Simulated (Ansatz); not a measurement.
# SnSe in Ansatz: further runs

Runs on SnSe. Level: PBEsol. Tasks: single point, equation of state.

All numbers are computed with Ansatz 0.2.0; they aren't measurements. Logs are shortened: lines on timing, memory, paths and dates and some standing lists are left out, and cuts for length are marked.

## (1) The structure

The cell holds a slab with vacuum, 4 atoms: a = 4.285 Å, b = 4.285 Å, c = 10.991 Å, α = 90.00°, β = 90.00°, γ = 90.00°.

## (2) Single point, PBEsol, 47.43 Å³/atom (volume scaled by 0.94)

File input.yaml:

```yaml
crystal:
  lattice:
    - [4.197847211, 0.0, 0.0]
    - [0.0, 4.197847211, 0.0]
    - [0.0, 0.0, 10.7663293357]
  atoms:
    - { symbol: Sn, position: [0.0, 0.5, 0.62777089] }
    - { symbol: Sn, position: [0.5, 0.0, 0.37222911] }
    - { symbol: Se, position: [0.0, 0.5, 0.38396051] }
    - { symbol: Se, position: [0.5, 0.0, 0.61603949] }
hamiltonian:
  xc: pbesol
  pseudopotentials: { kind: paw }
kpoints:
  mp_grid: { grid: [6, 6, 3] }
scf:
  occupations: { method: fermi_dirac, width: 0.05 }
output:
  forces: true
  stress: true
  eigenvalues: true
```

Potentials or basis: Ansatz PAW.

Started as:

```bash
ansatz run input.yaml --threads 2 --pin off --max-ram 5632MiB --backend cpu --events-out ev --progress --plain --runs-dir out
```

Log:

```text
Warning: RAYON_NUM_THREADS=2 ignored (pool sized by the plan → 2); use --threads N
Engine: ansatz 0.2.0, x86_64-unknown-linux-gnu
Pseudopotentials: kind: paw
Pseudopotential: Sn, paw, valence charge 14, recommended cutoff 420 eV (normal), Sn.paw.azcp
Pseudopotential: Se, paw, valence charge 16, recommended cutoff 420 eV (normal), Se.paw.azcp
Functional definition: PBEsol
  exchange = pbesol_x
  correlation = pbesol_c
Crystal: 4 atoms, lattice volume = 189.723 Å³
Basis set: ecut = 420 eV, 3679 PW (Γ), exchange–correlation on 60×60×144 points (8 copies of the dense FFT grid, shifted against one another)
Bands: 36, of which v1, the nominal top of the filled ones, is band 30 counted from 1 (29 counted from 0)
Symmetry: 16 space group operations
Space group: P4/nmm (ITA 129), of the structure as read, at distance tolerance 5.7e-5 Å
k-points: 20 of 108
Non-local potential: Sn, projectors of the file, l = 0: 2, l = 1: 2, l = 2: 2, l = 3: 2
Non-local potential: Se, projectors of the file, l = 0: 2, l = 1: 2, l = 2: 3, l = 3: 1
PAW form: soft (Blöchl's): semilocal exchange-correlation on the pseudo side does not see the compensation charge
PAW frozen core: Sn, regenerated for the run's functional, and the local potential with it (the file was generated under x = pbe(κ = 0.804, μ = 0.2195149727645171), c = pbe(β = 0.06672455060314922))
PAW frozen core: Se, regenerated for the run's functional, and the local potential with it (the file was generated under x = pbe(κ = 0.804, μ = 0.2195149727645171), c = pbe(β = 0.06672455060314922))
PAW one-centre angular grid: Sn, 590 points (default); XC on 64 Gauss nodes
PAW one-centre angular grid: Se, 590 points (default); XC on 64 Gauss nodes
Initial density: superposition of atomic densities (neutral atoms: chi_scale 0, normalization atom), corrected by the library's trained network
Initial wavefunctions: pseudopotential atomic-orbital guess
Functional: x = pbesol(κ = 0.804, μ = 0.12345679012345678), c = pbesol(β = 0.046)
SCF iter   1: F=—  HF=-22749.324891 eV  |F-HF|=—  |Δ(HF+E_count)|=         —  Δρ=2.16e-3  dr2=1.96e-2  ethr=1.77e-3  ⟨swp⟩=7.0  Hψ=3039  notcnv=0
preconditioner: auto → Resta (q_TF=auto, 2.252 Å⁻¹)  ε∞=2.1  [insulator: Δε(μ)=1.375 eV  Ē_g=16.541 eV  σ=0.050 eV  W_gap=1.00  n_scr=38 (ndim 8)  ℏωp=17.1 eV  f_vac=0.428  D(μ)=0.00/eV (n_scr^D=0)  ε∞_Penn≈2.1  vacuum switching on, ρ_ref=2.0e-2 e/Å³]
SCF iter   2: F=—  HF=-22749.318320 eV  |F-HF|=—  |Δ(HF+E_count)|=   6.57e-3  Δρ=1.09e-3  dr2=4.00e-3  ethr=3.26e-5  ⟨swp⟩=2.0  Hψ=1076  notcnv=0  defer=13
SCF iter   3: F=—  HF=-22749.317689 eV  |F-HF|=—  |Δ(HF+E_count)|=   6.30e-4  Δρ=3.93e-4  dr2=4.94e-4  ethr=6.67e-6  ⟨swp⟩=2.0  Hψ=1129  notcnv=0  defer=13
SCF iter   4: F=—  HF=-22749.317614 eV  |F-HF|=—  |Δ(HF+E_count)|=   7.52e-5  Δρ=1.44e-4  dr2=4.17e-5  ethr=8.23e-7  ⟨swp⟩=3.0  Hψ=1311  notcnv=0  defer=13
SCF iter   5: F=—  HF=-22749.317648 eV  |F-HF|=—  |Δ(HF+E_count)|=   3.42e-5  Δρ=4.05e-5  dr2=4.72e-6  ethr=6.95e-8  ⟨swp⟩=2.0  Hψ=1325  notcnv=0  defer=14
SCF iter   6: F=—  HF=-22749.317646 eV  |F-HF|=—  |Δ(HF+E_count)|=   1.93e-6  Δρ=1.41e-5  dr2=5.99e-7  ethr=7.87e-9  ⟨swp⟩=2.0  Hψ=1300  notcnv=0  defer=14
SCF iter   7: F=-22749.317647 eV  HF=-22749.317647 eV  |F-HF|=8.06e-8  |Δ(HF+E_count)|=   4.00e-7  Δρ=5.84e-6  dr2=8.80e-8  ethr=1.67e-10  ⟨swp⟩=9.3  Hψ=3400  notcnv=0
SCF 1 converged in 7 iterations: F = -22749.317647 eV  dr2 = 8.80e-8
SCF converged after 7 iterations
Free energy (F): -22749.317647 eV
Harris-Foulkes:  -22749.317647 eV  (|F-HF|=8.06e-8)
Internal energy: -22749.317646 eV  (E = F + TS)
E sigma→0 (E₀):  -22749.317646 eV
Entropy (-TS):   -0.000000 eV (-0.000 meV/atom)
Fermi energy:    3.684356 eV
--- Per-component energies (eV) ---
  E_band       = -1291.276766
  E_kinetic    = 610.647656
  E_local      = -16432.553155  (includes V_loc(G=0)·N_el)
  E_nonlocal   = -1247.405283
  E_hartree    = 8216.575429
  E_xc         = -967.207873
  E_vxc        = -391.872452  (∫ρ·V_xc dr)
  E_paw        = -11859.448045  (= ΣΔE_a)
  E_vpaw       = -263.244402  (= ΣTr[D̂ρ^β])
  E_aug_tail   = -0.001192  (compensation charges beyond the density's cutoff)
  E_ewald      = -1072.511764
  E_core_change = 2.586580  (= ΣΔE_core)
  E_smearing   = -0.000000  (= −TS)
  E_closure    = -0.000000  (closes the sum)
  Σ components = -22749.317647   (vs F -22749.317647, Δ=0.00e0)
--- Forces (eV/Å), atoms counted from 1 ---
  atom   1  Sn     0.00000000     0.00000000     0.34086896
  atom   2  Sn     0.00000000     0.00000000    -0.34086896
  atom   3  Se    -0.00000000     0.00000000    -0.44385674
  atom   4  Se    -0.00000000     0.00000000     0.44385674
  max |Σ_I F_I| component: 5.08e-21 eV/Å
--- Stress (GPa, compression-positive) ---
        0.813192       0.000000       0.000000
        0.000000       0.813192       0.000000
        0.000000       0.000000       1.725935
  P = ⅓ Tr σ = 1.1174 GPa (11.174 kbar)
--- Band table (eV; the first three rows and the last of 20) ---
  k-point 0: bands = ["-44.2743", "-44.2740", "-44.2720", "-44.2719", "-44.2640", "-44.2639", "-44.2626", "-44.2626", "-44.2623", "-44.2623", "-18.0782", "-18.0701", "-18.0631", "-18.0627", "-18.0540", "-18.0386", "-18.0259", "-18.0259", "-18.0075", "-18.0075", "-10.7736", "-9.3901", "-3.3908", "-1.9619", "-0.6212", "-0.3356", "-0.3356", "1.1066", "1.1066", "2.7184", "4.5648", "6.4739", "6.6508", "7.5692", "7.5692", "8.5668"]
  k-point 1: bands = ["-44.2743", "-44.2740", "-44.2720", "-44.2719", "-44.2640", "-44.2639", "-44.2626", "-44.2626", "-44.2623", "-44.2623", "-18.0782", "-18.0701", "-18.0631", "-18.0627", "-18.0540", "-18.0386", "-18.0259", "-18.0259", "-18.0075", "-18.0075", "-10.7736", "-9.3901", "-3.3912", "-1.9619", "-0.6166", "-0.3356", "-0.3356", "1.1066", "1.1066", "2.7181", "4.4284", "6.4743", "7.2800", "7.5684", "7.5684", "8.3659"]
  k-point 2: bands = ["-44.2742", "-44.2741", "-44.2719", "-44.2718", "-44.2640", "-44.2639", "-44.2626", "-44.2626", "-44.2623", "-44.2623", "-18.0739", "-18.0662", "-18.0653", "-18.0604", "-18.0579", "-18.0389", "-18.0257", "-18.0238", "-18.0098", "-18.0082", "-10.6311", "-9.3802", "-3.8450", "-2.5455", "-0.6229", "-0.1105", "0.0747", "1.2678", "1.8259", "2.5611", "4.6969", "6.1149", "6.5185", "6.9230", "6.9517", "7.9415"]
  k-point 19: bands = ["-44.2742", "-44.2742", "-44.2717", "-44.2717", "-44.2639", "-44.2639", "-44.2626", "-44.2626", "-44.2622", "-44.2622", "-18.0957", "-18.0957", "-18.0411", "-18.0411", "-18.0351", "-18.0351", "-18.0333", "-18.0333", "-18.0084", "-18.0084", "-9.4082", "-9.4082", "-3.1105", "-3.1105", "-2.2341", "-2.2341", "-0.5400", "-0.5400", "1.1905", "1.1905", "6.7587", "6.7587", "7.5721", "7.5721", "8.1103", "8.1103"]
```

It took 33 s on 2 threads of Intel Xeon at 2.50GHz (Skylake/Cascade Lake), shared host; peak memory 0.5 GiB.

Results:

| Item | Value |
| --- | --- |
| Free energy | -22749.3176 eV |
| Largest force | 0.444 eV/Å |
| Band gap on the k mesh | 1.40 eV, direct |

Caveat: odd divisions of the mesh miss points on the zone boundary, where band edges often lie, so the gap on the mesh can be too wide; spin-orbit coupling is left out, which moves the levels of the heavy elements; the PAW data sets come from PBE, with cores solved anew for the run's functional, which leaves a small shift of forces and pressure.

## (3) Single point, PBEsol, 48.44 Å³/atom (volume scaled by 0.96)

input.yaml: that of step 2 with these lines changed.

```diff
@@ -2,5 +2,5 @@
   lattice:
-    - [4.197847211, 0.0, 0.0]
-    - [0.0, 4.197847211, 0.0]
-    - [0.0, 0.0, 10.7663293357]
+    - [4.2274104894, 0.0, 0.0]
+    - [0.0, 4.2274104894, 0.0]
+    - [0.0, 0.0, 10.8421510545]
   atoms:
```

Potentials or basis: Ansatz PAW.

Started as:

```bash
ansatz run input.yaml --threads 2 --pin off --max-ram 5632MiB --backend cpu --events-out ev --progress --plain --runs-dir out
```

It took 31 s on 2 threads of Intel Xeon at 2.50GHz (Skylake/Cascade Lake), shared host; peak memory 0.52 GiB.

The run converged. Its results:

- Free energy: -22749.3372 eV
- Largest force: 0.311 eV/Å
- Band gap on the k mesh: 1.43 eV, direct

Caveat: odd divisions of the mesh miss points on the zone boundary, where band edges often lie, so the gap on the mesh can be too wide; spin-orbit coupling is left out, which moves the levels of the heavy elements; the PAW data sets come from PBE, with cores solved anew for the run's functional, which leaves a small shift of forces and pressure.

## (4) Single point, PBEsol, 49.45 Å³/atom (volume scaled by 0.98)

input.yaml: that of step 3 with these lines changed.

```diff
@@ -2,5 +2,5 @@
   lattice:
-    - [4.2274104894, 0.0, 0.0]
-    - [0.0, 4.2274104894, 0.0]
-    - [0.0, 0.0, 10.8421510545]
+    - [4.2565659658, 0.0, 0.0]
+    - [0.0, 4.2565659658, 0.0]
+    - [0.0, 0.0, 10.916926873]
   atoms:
```

Started as:

```bash
ansatz run input.yaml --threads 2 --pin off --max-ram 5632MiB --backend cpu --events-out ev --progress --plain --runs-dir out
```

It took 34 s on 2 threads of Intel Xeon at 2.50GHz (Skylake/Cascade Lake), shared host; peak memory 0.52 GiB.

It converged, with:

```yaml
Free_energy: -22749.3408 eV
Largest_force: 0.188 eV/Å
Band_gap_on_the_k_mesh: 1.45 eV, direct
```

Caveat: odd divisions of the mesh miss points on the zone boundary, where band edges often lie, so the gap on the mesh can be too wide; spin-orbit coupling is left out, which moves the levels of the heavy elements; the PAW data sets come from PBE, with cores solved anew for the run's functional, which leaves a small shift of forces and pressure.

## (5) Single point, PBEsol, 50.46 Å³/atom

input.yaml: that of step 4 with these lines changed.

```diff
@@ -2,5 +2,5 @@
   lattice:
-    - [4.2565659658, 0.0, 0.0]
-    - [0.0, 4.2565659658, 0.0]
-    - [0.0, 0.0, 10.916926873]
+    - [4.2853274191, 0.0, 0.0]
+    - [0.0, 4.2853274191, 0.0]
+    - [0.0, 0.0, 10.99069213]
   atoms:
```

Started as:

```bash
ansatz run input.yaml --threads 2 --pin off --max-ram 5632MiB --backend cpu --events-out ev --progress --plain --runs-dir out
```

It took 32 s on 2 threads of Intel Xeon at 2.50GHz (Skylake/Cascade Lake), shared host; peak memory 0.52 GiB.

The run converged. Its results:

* Free energy: -22749.3301 eV
* Largest force: 0.110 eV/Å
* Band gap on the k mesh: 1.47 eV, direct

Caveat: odd divisions of the mesh miss points on the zone boundary, where band edges often lie, so the gap on the mesh can be too wide; spin-orbit coupling is left out, which moves the levels of the heavy elements; the PAW data sets come from PBE, with cores solved anew for the run's functional, which leaves a small shift of forces and pressure.

## (6) Single point, PBEsol, 51.47 Å³/atom (volume scaled by 1.02)

input.yaml: that of step 5 with these lines changed.

```diff
@@ -2,5 +2,5 @@
   lattice:
-    - [4.2853274191, 0.0, 0.0]
-    - [0.0, 4.2853274191, 0.0]
-    - [0.0, 0.0, 10.99069213]
+    - [4.313707898, 0.0, 0.0]
+    - [0.0, 4.313707898, 0.0]
+    - [0.0, 0.0, 11.0634802918]
   atoms:
@@ -21 +21,5 @@
   eigenvalues: true
+  write_density: true
+  write_potential: true
+  elf: true
+  volumetric_format: npy
```

Potentials or basis: Ansatz PAW.

Started as:

```bash
ansatz run input.yaml --threads 2 --pin off --max-ram 5632MiB --backend cpu --events-out ev --progress --plain --runs-dir out
```

Run time: 39 s. Hardware: 2 threads of Intel Xeon at 2.50GHz (Skylake/Cascade Lake), shared host; peak memory 0.53 GiB.

The run converged. Its results:

| Quantity | Value |
| --- | --- |
| Free energy | -22749.3065 eV |
| Largest force | 0.239 eV/Å |
| Band gap on the k mesh | 1.49 eV, direct |

Caveat: odd divisions of the mesh miss points on the zone boundary, where band edges often lie, so the gap on the mesh can be too wide; spin-orbit coupling is left out, which moves the levels of the heavy elements; the PAW data sets come from PBE, with cores solved anew for the run's functional, which leaves a small shift of forces and pressure.

## (7) Single point, PBEsol, 52.48 Å³/atom (volume scaled by 1.04)

input.yaml: that of step 6 with these lines changed.

```diff
@@ -2,5 +2,5 @@
   lattice:
-    - [4.313707898, 0.0, 0.0]
-    - [0.0, 4.313707898, 0.0]
-    - [0.0, 0.0, 11.0634802918]
+    - [4.3417197731, 0.0, 0.0]
+    - [0.0, 4.3417197731, 0.0]
+    - [0.0, 0.0, 11.135323086]
   atoms:
@@ -21,5 +21 @@
   eigenvalues: true
-  write_density: true
-  write_potential: true
-  elf: true
-  volumetric_format: npy
```

Started as:

```bash
ansatz run input.yaml --threads 2 --pin off --max-ram 5632MiB --backend cpu --events-out ev --progress --plain --runs-dir out
```

Wall time 38 s (2 threads of Intel Xeon at 2.50GHz (Skylake/Cascade Lake), shared host); peak memory 0.53 GiB.

It converged, with:

```
Free energy            : -22749.2715 eV
Largest force          : 0.359 eV/Å
Band gap on the k mesh : 1.51 eV, direct
```

Caveat: odd divisions of the mesh miss points on the zone boundary, where band edges often lie, so the gap on the mesh can be too wide; spin-orbit coupling is left out, which moves the levels of the heavy elements; the PAW data sets come from PBE, with cores solved anew for the run's functional, which leaves a small shift of forces and pressure.

## (8) Single point, PBEsol, 53.49 Å³/atom (volume scaled by 1.06)

input.yaml: that of step 7 with these lines changed.

```diff
@@ -2,5 +2,5 @@
   lattice:
-    - [4.3417197731, 0.0, 0.0]
-    - [0.0, 4.3417197731, 0.0]
-    - [0.0, 0.0, 11.135323086]
+    - [4.3693747848, 0.0, 0.0]
+    - [0.0, 4.3693747848, 0.0]
+    - [0.0, 0.0, 11.206250623]
   atoms:
@@ -21 +21,5 @@
   eigenvalues: true
+  write_density: true
+  write_potential: true
+  elf: true
+  volumetric_format: npy
```

Started as:

```bash
ansatz run input.yaml --threads 2 --pin off --max-ram 5632MiB --backend cpu --events-out ev --progress --plain --runs-dir out
```

It took 42 s on 2 threads of Intel Xeon at 2.50GHz (Skylake/Cascade Lake), shared host; peak memory 0.54 GiB.

Results (log left out):

```
Free energy            : -22749.2261 eV
Largest force          : 0.471 eV/Å
Band gap on the k mesh : 1.52 eV, direct
```

Caveat: odd divisions of the mesh miss points on the zone boundary, where band edges often lie, so the gap on the mesh can be too wide; spin-orbit coupling is left out, which moves the levels of the heavy elements; the PAW data sets come from PBE, with cores solved anew for the run's functional, which leaves a small shift of forces and pressure.

## (9) Equation of state, PBEsol

Potentials or basis: Ansatz PAW.

This step only gathers the single runs of the series.

Results:

```
Equilibrium volume                        : 49.18 Å³/atom
Bulk modulus at fixed shape and positions : 28 GPa
Pressure derivative of the bulk modulus   : 4.3
```

Energy against volume, from the lowest point:
| volume (Å³/atom) | energy (meV/atom) |
| --- | --- |
| 47.431 | 5.79 |
| 48.440 | 0.90 |
| 49.449 | 0.00 |
| 50.458 | 2.69 |
| 51.468 | 8.58 |
| 52.477 | 17.34 |
| 53.486 | 28.69 |

Caveat: the cell was scaled at fixed shape and fractional positions, which overstates the stiffness of a crystal with free parameters, most of all of layers and chains.
